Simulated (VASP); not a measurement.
A run of VASP 6.6.1:

INCAR

```
SYSTEM = Hf
PREC = Accurate
ENCUT = 600
EDIFF = 1E-7
ISMEAR = 0
SIGMA = 0.1
LREAL = .FALSE.
LASPH = .TRUE.
NELM = 100
ALGO = Fast
ISIF = 3
LWAVE = .FALSE.
LCHARG = .FALSE.
GGA = PE
IBRION = 2
NSW = 90
EDIFFG = -0.04
```

KPOINTS

```
regular mesh
0
G
  6 6 6
  0 0 0
```

Contents of POSCAR:

```
Hf
1.0
    0.0000000000      2.9760554754      4.6844540346
    1.7181928180      0.0000000000      4.6844540346
    1.7181928180      2.9760554754      0.0000000000
Hf
2
Direct
    0.1666700000      0.8333300000      0.1666700000
    0.8333300000      0.1666700000      0.8333300000
```

Potentials or basis: VASP PAW PBE potentials, release 64 (Hf_pv).

The run is started by

```sh
$ cat potpaw_PBE.64/Hf_pv/POTCAR > POTCAR
$ mpirun -np 1 vasp_std > vasp.out
```

Hardware: 1 thread of Intel(R) Xeon(R) 6975P-C (Granite Rapids), on a shared host.

**Question.** How long does it take, and how much memory?

**Answer.** It took 17 min on 1 thread of Intel(R) Xeon(R) 6975P-C (Granite Rapids), with other jobs on the host, peak memory 0.27 GiB. Counts: scf iterations 585, k points 46, ion steps 38.
